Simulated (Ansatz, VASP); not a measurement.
## One calculation of Fe, two programs

File INCAR:

```
PREC = Accurate ; ENCUT = 520
EDIFF = 1E-6 ; ISMEAR = 0
SIGMA = 0.15 ; LREAL = F
LASPH = T ; NELM = 150
ALGO = Fast ; ISIF = 2
LWAVE = F ; LCHARG = F
ISPIN = 2 ; MAGMOM = 2.44
LORBIT = 11 ; LMAXMIX = 4
GGA = PE ; NBANDS = 14
```

The input KPOINTS:

```
Automatic mesh
0
Gamma
  10 10 10
```

The input POSCAR:

```
Fe
1.0
   -1.4157750842      1.4157750842      1.4157750842
    1.4157750842     -1.4157750842      1.4157750842
    1.4157750842      1.4157750842     -1.4157750842
Fe
1
Direct
    0.0000000000      0.0000000000      0.0000000000
```

Input for Ansatz:

```yaml
crystal:
  lattice:
    - [-1.4157750842, 1.4157750842, 1.4157750842]
    - [1.4157750842, -1.4157750842, 1.4157750842]
    - [1.4157750842, 1.4157750842, -1.4157750842]
  atoms:
    - { symbol: Fe, position: [0.0, 0.0, 0.0], spin: 2.44 }
basis:
  ecutwfc: 520.0
kpoints:
  mp_grid: { grid: [10, 10, 10] }
hamiltonian:
  xc: pbe
scf:
  occupations: { method: gaussian, width: 0.15 }
output:
  forces: true
  stress: true
  eigenvalues: true
  populations: true
magnetization:
  spin_polarized: true
```

Alike in both runs: task single point; functional PBE; k mesh 10 × 10 × 10; occupations gaussian, width 0.15 eV; collinear spin.

|  | VASP | Ansatz |
| --- | --- | --- |
| version | VASP 6.6.1 | Ansatz 0.2.0 |
| potentials or method | VASP PAW PBE potentials, release 64 (Fe) | scalar-relativistic, plane waves, PAW |
| plane-wave cutoff (eV) | 520 | 520 |
| valence electrons in the cell | 8 | 16 |

|  | VASP | Ansatz | Ansatz less VASP |
| --- | --- | --- | --- |
| gap on the k mesh at the Fermi level (eV) | none | none | - |
| pressure (GPa) | -0.8 | -0.7 | +0.07 |
| net moment per atom (μB) | 2.14 | 2.13 | -0.003 |
| size of the moment on the site where the two differ most (μB) | 2.14 | 2.19 | +0.050 |

Site moments also hang on the region over which each program counts them. A gap of «none» marks a metal or a gap that the smearing closes. The two sets of potentials don't hold the same shells in valence.
